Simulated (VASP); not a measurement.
Set up this calculation in VASP 6.6.1, as the native input.

| Quantity | Value |
| --- | --- |
| Task | relaxation of cell and atoms |
| Functional | LDA |
| Potentials or basis | VASP PAW LDA potentials, release 64 (Al) |
| Cutoff | 600 eV |
| k mesh | 27 × 27 × 27 |
| Occupations | fermi-dirac, width 0.05 eV |
| Spin | no spin polarisation |
| Further INCAR settings | ALGO = Fast; EDIFF = 1e-06; IBRION = 2; EDIFFG = -0.01; NSW = 60; ISIF = 3 |

The structure of Al lies in POSCAR:

```
Al
1.0
    0.0000000000      2.0248050000      2.0248050000
    2.0248050000      0.0000000000      2.0248050000
    2.0248050000      2.0248050000      0.0000000000
Al
1
Direct
    0.0000000000      0.0000000000      0.0000000000
```

The input as run:

INCAR

```
ALGO = Fast
EDIFF = 1E-6
EDIFFG = -0.01
ENCUT = 600
IBRION = 2
ISIF = 3
ISMEAR = -1
LASPH = True
LCHARG = False
LREAL = False
LWAVE = False
NELM = 80
NSW = 60
PREC = Accurate
SIGMA = 0.05
```

KPOINTS

```
k-points
0
Gamma
  27 27 27
```

Potentials or basis: VASP PAW LDA potentials, release 64 (Al).

Command:

```bash
$ cat potpaw_LDA.64/Al/POTCAR > POTCAR
$ mpirun -np 1 vasp_std > vasp.out
```

It gave:

```json
{
  "Relaxed volume": "15.82 Å³/atom",
  "Relaxed cell": "a = 2.818 Å, b = 2.818 Å, c = 2.818 Å, α = 60.00°, β = 60.00°, γ = 60.00°",
  "Space group after relaxing (to 0.05 Å)": "Fm-3m (No. 225)",
  "Energy gained by relaxing": "9.4 meV/atom",
  "Ionic steps": "3",
  "Pressure after relaxing": "0.0 GPa",
  "Band gap on the k mesh": "none (metal or under the smearing width)"
}
```

Run time: 96 s on 1 thread of AMD EPYC 7R43 64-Core Processor (Zen 3) (shared host), peak memory 0.13 GiB.
